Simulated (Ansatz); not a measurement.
# Orbital-resolved density of states of Lu

```xyz
2
Lattice="0.0000 3.6933 3.6933 3.6933 0.0000 3.6933 3.6933 3.6933 0.0000" Properties=species:S:1:pos:R:3 pbc="T T T"
Lu    0.0000    0.0000    0.0000
Lu    1.8466    1.8466    1.8466
```

Atom numbers follow the list: Lu1, Lu2.

The cell was built from the diamond type and relaxed in the same program, and has space group Fd-3m; it needn't be a known or the stable phase.

No spin–orbit coupling, which matters for the heavy atoms here.

All numbers below come from Ansatz 0.2.0, DFT, PBE, all-electron LAPW, scalar-relativistic.

Numerical set-up: a Γ-centred 11×11×11 k mesh, Fermi–Dirac smearing of 0.03 eV, basis error target 0.5 meV/atom, no spin polarisation.

States per eV for one atom of each kind, in 0.4 eV bins named by their centres, from the Fermi level, projected on a minimal set of Löwdin-orthogonalised atomic shells; orbitals are real harmonics on the Cartesian axes, equal curves share a column, and empty bins are left out, as is all above 1.5 eV, near the top of the computed bands.

Lu1 4f:

```
# E all fz3=fxz2=fyz2=fz(x2-y2)=fx(x2-3y2)=fy(3x2-y2) fxyz
-5.9 34.98 5.00 4.99
```

Lu1 5d:

```
# E all dz2=dx2-y2 dxz=dyz=dxy
-5.9 0.02 0.00 0.00
-3.9 0.01 0.00 0.00
-3.5 0.03 0.00 0.01
-3.1 0.08 0.01 0.02
-2.7 0.13 0.01 0.04
-2.3 0.12 0.01 0.03
-1.9 0.09 0.01 0.02
-1.5 0.02 0.00 0.00
-1.1 0.37 0.04 0.10
-0.7 0.81 0.14 0.17
-0.3 2.08 0.48 0.37
0.1 2.33 0.52 0.43
0.5 2.47 0.52 0.48
0.9 4.12 0.54 1.01
1.3 0.54 0.18 0.06
```

Lu1 6s:

```
# E all
-5.9 0.01
-4.3 0.09
-3.9 0.20
-3.5 0.28
-3.1 0.39
-2.7 0.45
-2.3 0.34
-1.9 0.22
-1.5 0.04
-1.1 0.51
-0.7 0.31
-0.3 0.16
0.1 0.13
0.5 0.03
0.9 0.05
```
